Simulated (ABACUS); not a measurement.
The system is ZrC.

```xyz
2
Lattice="0.0000 2.3650 2.3650 2.3650 0.0000 2.3650 2.3650 2.3650 0.0000" Properties=species:S:1:pos:R:3 pbc="T T T"
Zr    2.3650    2.3650    2.3650
C     0.0000    0.0000    0.0000
```

- Program: ABACUS 3.10.1
- Task: single point
- Functional: PBEsol
- Potentials or basis: PseudoDojo NC SR 0.4.1 PBEsol standard
- Cutoff: 1116 eV
- Density cutoff: 4463 eV
- Basis: plane waves
- k mesh: 10 × 10 × 10
- Occupations: fermi-dirac, width 0.05 eV
- Spin: no spin polarisation

On this cell: pressure -8.3 GPa; largest force zero by symmetry; band gap on the k mesh none (metal or under the smearing width).

The same run follows on a disturbed copy (atoms moved at random, drawn with an rms of 0.05 Å):

```
CELL_PARAMETERS angstrom
0.00000 2.36500 2.36500
2.36500 0.00000 2.36500
2.36500 2.36500 0.00000
ATOMIC_POSITIONS crystal
Zr 0.49014 0.49591 0.50642
C 0.98906 0.99528 0.02158
```

Task: What does the disturbed cell give?

Result: The energy (extrapolated to zero smearing) moves by +3.9 meV/atom; pressure -8.1 GPa; largest force 0.313 eV/Å; band gap on the k mesh none (metal or under the smearing width).

Forces on the atoms (eV/Å):
```
Zr   0.223  0.217 -0.027
C   -0.223 -0.217  0.027
```

Stress tensor (GPa, compression positive):
```
-8.02 -0.14  0.02
-0.14 -8.04  0.02
 0.02  0.02 -8.28
```
